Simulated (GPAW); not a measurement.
A run of GPAW 26.7.0:

File run.py:

```python
from ase import Atoms
from ase.dft.bandgap import bandgap
from ase.io import write
from ase.units import GPa
from gpaw import GPAW, PW, setup_paths

setup_paths.insert(0, '.')

atoms = Atoms(['Fe', 'O'],
              cell=[[1.5188209023, 0.8768916568, 2.5195772846],
                    [-1.5188209023, 0.8768916568, 2.5195772846],
                    [0.0, -1.7537833136, 2.5195772846]],
              scaled_positions=[[0.0, 0.0, 0.0],
                                [0.5, 0.5, 0.5]],
              pbc=True)
atoms.set_initial_magnetic_moments([3.0, 0.0])

calc = GPAW(mode=PW(800),
            xc='PBEsol',
            kpts={'size': (8, 8, 8), 'gamma': True},
            occupations={'name': 'fermi-dirac', 'width': 0.05},
            setups={'Fe': ':d,4.0'},
            nbands=17,
            convergence={'density': 1e-05, 'energy': 1e-05},
            maxiter=150,
            txt='gpaw.txt')
atoms.calc = calc
energy = atoms.get_potential_energy()
forces = atoms.get_forces()
stress = atoms.get_stress()
calc.write('gs.gpw')
write('result.traj', atoms)
print(f'Energy: {energy:.6f} eV')
print('Forces (eV/A):')
print(forces.round(4))
print('Stress (GPa):', (stress / GPa).round(3))
print('Moments:', calc.get_magnetic_moments().round(3))
print('Fermi level:', round(calc.get_fermi_level(), 4), 'eV')
print(f'Gap: {bandgap(calc)[0]:.4f} eV, direct: {bandgap(calc, direct=True)[0]:.4f} eV')

path = atoms.cell.bandpath('GLB1,BZGX,QFP1Z,LP', npoints=80, eps=1e-4)
bs_calc = calc.fixed_density(kpts=path, symmetry='off', nbands=26,
                             convergence={'bands': 'CBM+6.0', 'eigenstates': 1e-6}, txt='bands.txt')
bs = bs_calc.band_structure()
bs.write('bs.json')
print(f'Gap on the path: {bandgap(bs_calc)[0]:.4f} eV')
```

Potentials or basis: PAW data sets generated in the run's folder for this functional, pw.

The run is started by

```bash
$ gpaw-setup -f PBEsol Fe O
$ OMP_NUM_THREADS=1 python run.py
```

Hardware: 1 thread of Intel(R) Xeon(R) Platinum 8488C (Sapphire Rapids), on a shared host.

Question: How long does it take, and how much memory?

Answer: It took 110 s on 1 thread of Intel(R) Xeon(R) Platinum 8488C (Sapphire Rapids), with other jobs on the host, peak memory 0.31 GiB. Counts: scf iterations 21, plane waves 1046, bands 17, k points 65.
